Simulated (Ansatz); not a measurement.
# GaN under changes of volume

One of the cells (9.735 Å³/atom); the others are scaled copies at fixed shape and fractional positions:

```
Ga N
1.0
     0.00000    2.13524    2.13524
     2.13524    0.00000    2.13524
     2.13524    2.13524    0.00000
Ga N
1 1
Direct
  0.00000 0.00000 0.00000
  0.50000 0.50000 0.50000
```

Measurements of this composition are mostly on another form, of space group No. 186.

- Program: Ansatz 0.2.0
- Functional: r2SCAN
- Potentials or basis: Ansatz PAW
- Cutoff: 500 eV (not typed: the program's choice for these potentials)
- k mesh: 11 × 11 × 11
- Occupations: fermi-dirac, width 0.05 eV
- Spin: no spin polarisation

| volume (Å³/atom) | energy over the lowest point (meV/atom) | pressure (GPa) | gap on the mesh (eV) |
| --- | --- | --- | --- |
| 9.151 | 4.14 | 6.2 | 1.48 |
| 9.346 | 0.00 | 0.7 | 1.34 |
| 9.540 | 2.12 | -4.1 | 1.20 |
| 9.735 | 9.82 | -8.5 | 1.06 |
| 9.930 | ? | ? | ? |
| 10.124 | 39.60 | -15.8 | 0.81 |
| 10.319 | 60.64 | -18.8 | 0.69 |

Question: What does the run at 9.930 Å³/atom give?

Answer: Energy over the lowest point 22.50 meV/atom; pressure -12.3 GPa; gap on the mesh 0.93 eV.

Worked out: A Birch-Murnaghan fit of order 3 (a polynomial in V^(-2/3)) to the other rows has its minimum at 9.37 Å³/atom with B0 = V·E''(V) = 244 GPa and B' = 4.7. It gives 22.54 meV/atom at 9.930 Å³/atom, against the run's 22.50, and -dE/dV = -12.3 GPa, against -12.3. A straight line through the other rows of the gap, of slope -6.59 eV per unit of ln V, gives 0.94 eV, against the run's 0.93.

Energies are extrapolated to zero smearing.

Caveats: odd divisions of the mesh miss points on the zone boundary, where band edges often lie, so the gap on the mesh can be too wide; the PAW data sets come from PBE, with cores solved anew for the run's functional, which leaves a small shift of forces and pressure.

A mesh can miss the band edges. Spin-orbit coupling on Ga is left out.
